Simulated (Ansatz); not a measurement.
Wanted: the native input for an Ansatz 0.2.0 run.

```
Task                : projected density of states
Functional          : PBE
Potentials or basis : all-electron LAPW, scalar-relativistic
Cutoff              : 328 eV (chosen from the basis error)
Basis error allowed : 0.002 eV/atom
k mesh              : 6 × 6 × 6
Occupations         : fermi-dirac, width 0.05 eV
Spin                : collinear spin, ferromagnetic start
Starting moments    : [3.0, 3.0, 3.0, 3.0, 0.0, 0.0, 0.0, 0.0] μB
```

The system is FeSi.

```
Fe Si
1.0
     4.46700    0.00000    0.00000
     0.00000    4.46700    0.00000
     0.00000    0.00000    4.46700
Fe Si
4 4
Direct
  0.14217 0.14174 0.13966
  0.37417 0.87374 0.63966
  0.64217 0.37374 0.87166
  0.87417 0.64174 0.37166
  0.85267 0.85224 0.85016
  0.66367 0.16324 0.35016
  0.35267 0.66324 0.16116
  0.09833 0.29034 0.61589
```

The cell isn't the ideal one: atom 8 moved 0.45 Å.

One way to write it, as run:

input.yaml

```yaml
crystal:
  lattice:
    - [4.467, 0.0, 0.0]
    - [0.0, 4.467, 0.0]
    - [0.0, 0.0, 4.467]
  atoms:
    - { symbol: Fe, position: [0.14216657, 0.14173709, 0.13965789], spin: 3.0 }
    - { symbol: Fe, position: [0.37416657, 0.87373709, 0.63965789], spin: 3.0 }
    - { symbol: Fe, position: [0.64216657, 0.37373709, 0.87165789], spin: 3.0 }
    - { symbol: Fe, position: [0.87416657, 0.64173709, 0.37165789], spin: 3.0 }
    - { symbol: Si, position: [0.85266657, 0.85223709, 0.85015789] }
    - { symbol: Si, position: [0.66366657, 0.16323709, 0.35015789] }
    - { symbol: Si, position: [0.35266657, 0.66323709, 0.16115789] }
    - { symbol: Si, position: [0.09833403, 0.29034036, 0.61589477] }
kpoints:
  mp_grid: { grid: [6, 6, 6] }
  band_path:
    path:
      - [0.0, 0.0, 0.0]
      - [0.0, 0.5, 0.0]
      - [0.5, 0.5, 0.0]
      - [0.0, 0.0, 0.0]
      - [0.5, 0.5, 0.5]
      - [0.0, 0.5, 0.0]
    npoints: 12
scf:
  occupations: { method: fermi_dirac, width: 0.05 }
hamiltonian:
  xc: pbe
  pseudopotentials: { kind: all_electron, lapw: { basis_error: 0.002 } }
magnetization:
  spin_polarized: true
output:
  forces: true
  stress: true
  eigenvalues: true
  fatbands: false
  dos: { projected: true, de: 0.1, e_range: [-20, 10] }
  populations: true
```

Potentials or basis: all-electron LAPW, scalar-relativistic.

Command:

```bash
$ ansatz run input.yaml --threads 4 --pin off --max-ram 14336MiB --backend cpu --events-out ev --progress --plain --runs-dir out
```

It gave:

| Quantity | Value |
| --- | --- |
| Pressure | 2.0 GPa |
| Largest force | 3.919 eV/Å |
| Band gap along the path | none (metal or under the smearing width) |
| Net moment | 0.98 μB per cell |
| Absolute moment | 1.25 μB per cell |
| Site moments | Fe +0.17, +0.28, +0.50, +0.16; Si -0.01 μB |

Caveat: forces of over 1 eV/Å show positions far from the minimum, so gaps and moduli don't describe the material at rest; the starting moments weren't kept.

It took 21 min on 4 threads of AMD EPYC 7R13 Processor (Zen 3), with other jobs on the host, peak memory 6.3 GiB.
